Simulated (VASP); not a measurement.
EuO (series): single point with PBE

**Measured values to compare with.**

From a printed reference work, monograph, for a bulk crystal of EuO at 300 K: band gap 1.115 eV (optical).

EuO (series):

```
Eu O
1.0
     0.00000    2.57195    2.57195
     2.57195    0.00000    2.57195
     2.57195    2.57195    0.00000
Eu O
1 1
Direct
  0.00000 0.00000 0.00000
  0.50000 0.50000 0.50000
```

| Item | Value |
| --- | --- |
| Program | VASP 6.6.1 |
| Task | single point |
| Functional | PBE |
| Potentials or basis | VASP PAW PBE potentials, release 64 (Eu, O) |
| Cutoff | 520 eV |
| k mesh | 14 × 14 × 14 |
| Occupations | gaussian, width 0.1 eV |
| Spin | collinear spin, typed start |
| Starting moments | [7.28, 0.0] μB |
| Dipole correction | no |
| Further INCAR settings | ALGO = Fast; EDIFF = 1e-06; NBANDS = 22 |

The pressure is -4.5 GPa. The band gap on the k mesh is none (metal or under the smearing width). The net moment is 6.97 μB per cell, the site moments are Eu +6.59; O -0.10 μB and the valence electrons inside the program's atomic spheres are Eu 14.80; O 4.95.

Levels at points of the mesh, in eV from the Fermi level:
Spin up:
| k point | band 11 | band 12 | band 13 | band 14 | band 15 | band 16 | band 17 | band 18 | band 19 | band 20 |
| --- | --- | --- | --- | --- | --- | --- | --- | --- | --- | --- |
| (0.00, 0.00, 0.00) | -0.26 | -0.26 | -0.26 | 0.04 | 0.04 | 0.04 | 1.60 | 1.60 | 1.64 | 3.84 |
| (0.50, 0.00, 0.00) | -0.50 | -0.29 | -0.29 | -0.29 | -0.25 | 2.21 | 4.32 | 4.32 | 4.69 | 7.58 |
| (0.50, 0.50, 0.00) | -0.41 | -0.38 | -0.38 | -0.31 | -0.06 | -0.06 | 3.37 | 5.69 | 6.54 | 6.54 |
Spin down:
```tsv
k point	band 5	band 6	band 7	band 8	band 9	band 10	band 11	band 12
(0.00, 0.00, 0.00)	-17.64	-3.81	-3.81	-3.81	0.64	2.71	2.71	2.71
(0.50, 0.00, 0.00)	-16.43	-5.80	-4.87	-4.87	3.03	3.67	4.13	4.13
(0.50, 0.50, 0.00)	-18.06	-3.86	-3.77	-3.77	-0.24	4.15	4.25	4.33
```

It took 6.2 min on 1 thread of Intel(R) Xeon(R) Platinum 8488C (Sapphire Rapids), on a shared host, peak memory 0.28 GiB.

A measured gap of EuO is 1.115 eV (optical; 300 K; a printed reference work, monograph); the calculated 0.00 eV misses it by -1.11 eV. So large a miss can be the level of theory's own, or it may mean another phase, state or a wrong row. Spin-orbit coupling on Eu is left out. The value is that of PBE on a finite k mesh, which can miss the band edges, without temperature or zero-point motion. Semilocal functionals fall short of measured gaps as a rule. The run's magnetic order (collinear spin, typed start) needn't be the measured crystal's.

Caveat: spin-orbit coupling is left out, which moves the levels of the heavy elements; a cell with one magnetic atom can't hold antiferromagnetic order, which such compounds often take; without U or exact exchange the open f shell lies at the Fermi level, which spoils levels, moments and volumes. The state reached can hang on the start; a lower one may exist.
